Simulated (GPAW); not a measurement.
Here is a GPAW 26.7.0 calculation.

Contents of run.py:

```python
from ase import Atoms
from ase.dft.bandgap import bandgap
from ase.io import write
from ase.units import GPa
from gpaw import GPAW, PW

atoms = Atoms(['S', 'Be'],
              cell=[[0.0, 2.425, 2.425],
                    [2.425, 0.0, 2.425],
                    [2.425, 2.425, 0.0]],
              scaled_positions=[[0.75, 0.75, 0.75],
                                [0.0, 0.0, 0.0]],
              pbc=True)

calc = GPAW(mode=PW(800),
            xc='PBE',
            kpts={'size': (9, 9, 9), 'gamma': True},
            occupations={'name': 'fermi-dirac', 'width': 0.05},
            nbands=11,
            convergence={'density': 1e-05, 'energy': 1e-05},
            maxiter=150,
            txt='gpaw.txt')
atoms.calc = calc
energy = atoms.get_potential_energy()
forces = atoms.get_forces()
stress = atoms.get_stress()
calc.write('gs.gpw')
write('result.traj', atoms)
print(f'Energy: {energy:.6f} eV')
print('Forces (eV/A):')
print(forces.round(4))
print('Stress (GPa):', (stress / GPa).round(3))
print('Fermi level:', round(calc.get_fermi_level(), 4), 'eV')
print(f'Gap: {bandgap(calc)[0]:.4f} eV, direct: {bandgap(calc, direct=True)[0]:.4f} eV')
```

Potentials or basis: GPAW PAW data sets (gpaw-data 1.2.1), pw.

Launch:

```bash
$ OMP_NUM_THREADS=1 python run.py
```

**Question.** Predict the band gap on the k mesh.

**Answer.** 3.20 eV, indirect (least direct gap 5.64 eV).

**Question.** What does it give for the pressure?

**Answer.** 2.2 GPa.

Caveat: an odd mesh through Γ misses points on the zone boundary, where band edges often lie.
